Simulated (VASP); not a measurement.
# Li (P6_3/mmc) in VASP: a series of runs, part 2 of 2

VASP 6.6.1. The steps go on from the part before.

## (3) Electric field gradients, PBE (z stretched by -1.5 % at fixed volume, crystal datasets)

The input, INCAR:

```
ALGO     = Fast           # electronic algorithm
EDIFF    = 1E-8           # SCF threshold, eV
ENCUT    = 520            # plane-wave cutoff, eV
GGA      = PE             # functional
ISIF     = 2              # what is computed and relaxed
ISMEAR   = -1             # smearing method
LASPH    = T              # aspherical terms in the spheres
LCHARG   = F              # write CHGCAR
LEFG     = T            
LREAL    = F              # projectors in reciprocal space
LWAVE    = F              # write WAVECAR
NBANDS   = 10             # bands
NELM     = 100            # most SCF steps
PREC     = Accurate       # precision mode
SIGMA    = 0.08           # smearing width, eV
```

The input, KPOINTS:

```
k-points
0
Gamma
  15 15 8
```

The input, POSCAR:

```
Li
1.0
    3.1346004833      0.0000000000      0.0000000000
   -1.5673002416      2.7146436492      0.0000000000
    0.0000000000      0.0000000000      5.0166050000
Li
2
Direct
    0.3333333333      0.6666666667      0.2500000000
    0.6666666667      0.3333333333      0.7500000000
```

Potentials or basis: VASP PAW PBE potentials, release 64 (Li_sv).

Run with:

```
$ cat potpaw_PBE.64/Li_sv/POTCAR > POTCAR
$ mpirun -np 1 vasp_std > vasp.out
```

OUTCAR:

```text
EDIFF = 1E-8
   ENCUT = 520
   GGA = PE
   ISIF = 2
   ISMEAR = -1
   LASPH = T
   LREAL = F
   NELM = 100
   PREC = Accurate

 ion  position               nearest neighbor table
   1  0.333  0.667  0.250-
   2  0.667  0.333  0.750-

  LATTYP: Found a hexagonal cell.
 ALAT       =     3.1346004833
 C/A-ratio  =     1.6003969331

  Lattice vectors:

 A1 = (   3.1346004833,   0.0000000000,   0.0000000000)
 A2 = (  -1.5673002416,   2.7146436492,   0.0000000000)
 A3 = (   0.0000000000,   0.0000000000,   5.0166050000)

Analysis of symmetry for initial positions (statically):
=====================================================================
 Subroutine PRICEL returns:
 Original cell was already a primitive cell.

 Routine SETGRP: Setting up the symmetry group for a
 hexagonal supercell.

 Subroutine GETGRP returns: Found 24 space group operations
 (whereof 12 operations were pure point group operations)
 out of a pool of 24 trial point group operations.

The static configuration has the point symmetry D_3d.
 The point group associated with its full space group is D_6h.

Analysis of symmetry for dynamics (positions and initial velocities):
=====================================================================
 Subroutine PRICEL returns:
 Original cell was already a primitive cell.

 Routine SETGRP: Setting up the symmetry group for a
 hexagonal supercell.

 Subroutine GETGRP returns: Found 24 space group operations
 (whereof 12 operations were pure point group operations)
[... 171 lines left out ...]
     10      14.7464      0.00000
[... 287 lines left out ...]
 k-point    24 :       0.4000    0.2000    0.0000
  band No.  band energies     occupation
      1     -46.1186      2.00000
      2     -46.1155      2.00000
      3       0.9361      0.00662
      4       1.8608      0.00000
      5       4.5734      0.00000
      6       5.6376      0.00000
      7       6.6351      0.00000
      8       6.6877      0.00000
      9      10.1552      0.00000
     10      10.6054      0.00000

 [... further k-points ...]

------------------------ aborting loop because EDIFF is reached ----------------------------------------

  FORCE on cell =-STRESS in cart. coord.  units (eV):
  Direction    XX          YY          ZZ          XY          YZ          ZX
  --------------------------------------------------------------------------------------
  -------------------------------------------------------------------------------------
  Total       -0.2284359     -0.2284359     -0.1242556     -0.0000000     -0.0000000     -0.0000000
  in kB       -8.5737350     -8.5737350     -4.6636050     -0.0000000     -0.0000000     -0.0000000
  external PRESSURE =      -7.2703583 kB  Pullay stress =       0.0000000 kB

 VOLUME and BASIS-vectors are now :
 -----------------------------------------------------------------------------
  energy-cutoff  :      520.00
  volume of cell :       42.69
      direct lattice vectors                 reciprocal lattice vectors
     3.134600483  0.000000000  0.000000000     0.319019921  0.184186238  0.000000000
    -1.567300242  2.714643649  0.000000000     0.000000000  0.368372475  0.000000000
     0.000000000  0.000000000  5.016605000     0.000000000  0.000000000  0.199337999

 POSITION                                       TOTAL-FORCE (eV/Angst)
 -----------------------------------------------------------------------------------
     -0.00000      1.80976      1.25415        -0.000000      0.000000     -0.000000
      1.56730      0.90488      3.76245         0.000000     -0.000000      0.000000
 -----------------------------------------------------------------------------------
    total drift:                               -0.000000      0.000000      0.000000

  FREE ENERGIE OF THE ION-ELECTRON SYSTEM (eV)
  ---------------------------------------------------
  free  energy   TOTEN  =        -3.8167898344 eV

  energy  without entropy=       -3.7953292506  energy(sigma->0) =       -3.80605954

 Electric field gradients (V/A^2)
---------------------------------------------------------------------
 ion       V_xx      V_yy      V_zz      V_xy      V_xz      V_yz
---------------------------------------------------------------------
   1      -0.048    -0.051     0.099    -0.003     0.000    -0.000
   2      -0.048    -0.051     0.099    -0.003    -0.000     0.000
---------------------------------------------------------------------

 Electric field gradients after diagonalization (V/A^2)
 (convention: |V_zz| > |V_xx| > |V_yy|)
----------------------------------------------------------------------
 ion       V_xx      V_yy      V_zz     asymmetry (V_yy - V_xx)/ V_zz
----------------------------------------------------------------------
   1      -0.053    -0.047     0.099       0.063
   2      -0.053    -0.047     0.099       0.063
----------------------------------------------------------------------

           NMR quadrupolar parameters

 Cq : quadrupolar parameter    Cq=e*Q*V_zz/h
 eta: asymmetry parameters     (V_yy - V_xx)/ V_zz
 Q  : nuclear electric quadrupole moment in mb (millibarn)
----------------------------------------------------------------------
 ion       Cq(MHz)       eta       Q (mb)
----------------------------------------------------------------------
   1       0.000       0.063       1.000
   2       0.000       0.063       1.000
----------------------------------------------------------------------
```

It took 36 s on 1 thread of Intel Xeon 6975P-C (Granite Rapids), shared host; peak memory 0.17 GiB.

Results:

```
Free energy            : -3.8168 eV
Band gap on the k mesh : none (metal or under the smearing width)
```

Electric field gradients, principal values (V/Å²):
| atom | Vxx | Vyy | Vzz |
| --- | --- | --- | --- |
| 1 Li | -0.047 | -0.053 | 0.099 |
| 2 Li | -0.047 | -0.053 | 0.099 |

Caveat: the cutoff is under 1.25 times the usual one of these potentials, so pressure, stress and relaxed cells hold a basis-set (Pulay) error.

## (4) Electric field gradients, PBE (z stretched by -3 % at fixed volume)

The input, INCAR:

```
PREC = Accurate
ENCUT = 520
EDIFF = 1E-8
ISMEAR = -1
SIGMA = 0.08
LREAL = F
LASPH = T
NELM = 100
ALGO = Normal
ISIF = 2
LWAVE = F
LCHARG = F
GGA = PE
LEFG = T
NBANDS = 10
```

The input, KPOINTS:

```
regular mesh
0
Gamma
  15 15 8
```

The input, POSCAR:

```
Li
1.0
    3.1587441042      0.0000000000      0.0000000000
   -1.5793720521      2.7355526383      0.0000000000
    0.0000000000      0.0000000000      4.9402100000
Li
2
Direct
    0.3333333333      0.6666666667      0.2500000000
    0.6666666667      0.3333333333      0.7500000000
```

Potentials or basis: VASP PAW PBE potentials, release 64 (Li_sv).

Run with:

```
$ cat potpaw_PBE.64/Li_sv/POTCAR > POTCAR
$ mpirun -np 1 vasp_std > vasp.out
```

OUTCAR:

```text
PREC = Accurate
   ENCUT = 520
   EDIFF = 1E-8
   ISMEAR = -1
   LREAL = F
   LASPH = T
   NELM = 100
   ISIF = 2
   GGA = PE

 ion  position               nearest neighbor table
   1  0.333  0.667  0.250-
   2  0.667  0.333  0.750-

  LATTYP: Found a hexagonal cell.
 ALAT       =     3.1587441042
 C/A-ratio  =     1.5639791756

  Lattice vectors:

 A1 = (   3.1587441042,   0.0000000000,   0.0000000000)
 A2 = (  -1.5793720521,   2.7355526383,   0.0000000000)
 A3 = (   0.0000000000,   0.0000000000,   4.9402100000)

[... 525 lines left out ...]
  ---------------------------------------------------
  free  energy   TOTEN  =        -3.8144672875 eV

  energy  without entropy=       -3.7935572129  energy(sigma->0) =       -3.80401225

 Electric field gradients (V/A^2)
---------------------------------------------------------------------
 ion       V_xx      V_yy      V_zz      V_xy      V_xz      V_yz
---------------------------------------------------------------------
   1      -0.100    -0.105     0.205    -0.004    -0.000     0.000
   2      -0.100    -0.105     0.205    -0.004     0.000    -0.000
---------------------------------------------------------------------

 Electric field gradients after diagonalization (V/A^2)
 (convention: |V_zz| > |V_xx| > |V_yy|)
----------------------------------------------------------------------
 ion       V_xx      V_yy      V_zz     asymmetry (V_yy - V_xx)/ V_zz
----------------------------------------------------------------------
   1      -0.107    -0.098     0.205       0.046
   2      -0.107    -0.098     0.205       0.046
----------------------------------------------------------------------

           NMR quadrupolar parameters

 Cq : quadrupolar parameter    Cq=e*Q*V_zz/h
 eta: asymmetry parameters     (V_yy - V_xx)/ V_zz
 Q  : nuclear electric quadrupole moment in mb (millibarn)
----------------------------------------------------------------------
 ion       Cq(MHz)       eta       Q (mb)
----------------------------------------------------------------------
   1       0.000       0.046       1.000
   2       0.000       0.046       1.000
----------------------------------------------------------------------
```

OSZICAR:

```text
N       E                     dE             d eps       ncg     rms          rms(c)
DAV:   1     0.176943246688E+02    0.17694E+02   -0.32540E+03  2700   0.562E+02
DAV:   2    -0.867275895592E+00   -0.18562E+02   -0.18052E+02  3370   0.111E+02
DAV:   3    -0.376737787005E+01   -0.29001E+01   -0.28841E+01  4598   0.331E+01
DAV:   4    -0.381749869753E+01   -0.50121E-01   -0.50060E-01  3504   0.494E+00
DAV:   5    -0.381813997805E+01   -0.64128E-03   -0.64121E-03  3740   0.502E-01    0.353E-01
DAV:   6    -0.381567793354E+01    0.24620E-02   -0.61694E-04  4858   0.121E-01    0.200E-01
DAV:   7    -0.381447485207E+01    0.12031E-02   -0.12497E-03  5232   0.164E-01    0.363E-02
DAV:   8    -0.381447557681E+01   -0.72474E-06   -0.20777E-05  3126   0.406E-02    0.206E-03
DAV:   9    -0.381447006453E+01    0.55123E-05   -0.11631E-06  4688   0.103E-02    0.612E-04
DAV:  10    -0.381446734248E+01    0.27221E-05   -0.64875E-08  3138   0.194E-03    0.169E-04
DAV:  11    -0.381446724585E+01    0.96632E-07   -0.46729E-09  2226   0.608E-04    0.648E-05
DAV:  12    -0.381446729646E+01   -0.50619E-07   -0.13891E-09  1744   0.358E-04    0.131E-05
DAV:  13    -0.381446728507E+01    0.11398E-07   -0.22553E-10  1614   0.171E-04    0.302E-06
DAV:  14    -0.381446728752E+01   -0.24505E-08   -0.42988E-11  1544   0.712E-05
   1 F= -.38144673E+01 E0= -.38040123E+01  d E =-.209101E-01
```

stdout:

```text
POSCAR found type information on POSCAR Li
 POSCAR found :  1 types and       2 ions
 scaLAPACK will be used
 LDA part: xc-table for (Slater+PW92), standard interpolation
 POSCAR, INCAR and KPOINTS ok, starting setup
 FFT: planning ... GRIDC
 FFT: planning ... GRID_SOFT
 FFT: planning ... GRID
 WAVECAR not read
 entering main loop
ion   1

ion   2
```

Wall time 16 s (1 thread of Intel Xeon 6975P-C (Granite Rapids), shared host); peak memory 0.17 GiB.

What came out:

- Free energy: -3.8145 eV
- Band gap on the k mesh: none (metal or under the smearing width)

Electric field gradients, principal values (V/Å²):
```
atom     Vxx     Vyy    Vzz
1 Li  -0.098  -0.107  0.205
2 Li  -0.098  -0.107  0.205
```

Caveat: the cutoff is under 1.25 times the usual one of these potentials, so pressure, stress and relaxed cells hold a basis-set (Pulay) error.

## (5) Summary

```tsv
level	cell	gap on the mesh (eV)
PBEsol	as given	none
PBE	z stretched by -1.5 % at fixed volume, crystal datasets	none
PBE	z stretched by -3 % at fixed volume, PAW files	none
```

Alike in all rows: task electric field gradients; potentials or basis VASP PAW PBE potentials, release 64 (Li_sv); no spin polarisation; k mesh 15 × 15 × 8; cutoff (eV) 520; smearing fermi-dirac 0.08 eV.

Caveats: the cutoff is under 1.25 times the usual one of these potentials, so pressure, stress and relaxed cells hold a basis-set (Pulay) error; the PAW data sets were made with another functional, which shifts forces and pressure a little (some runs).

Absolute energies hang on the potentials; compare differences alone.
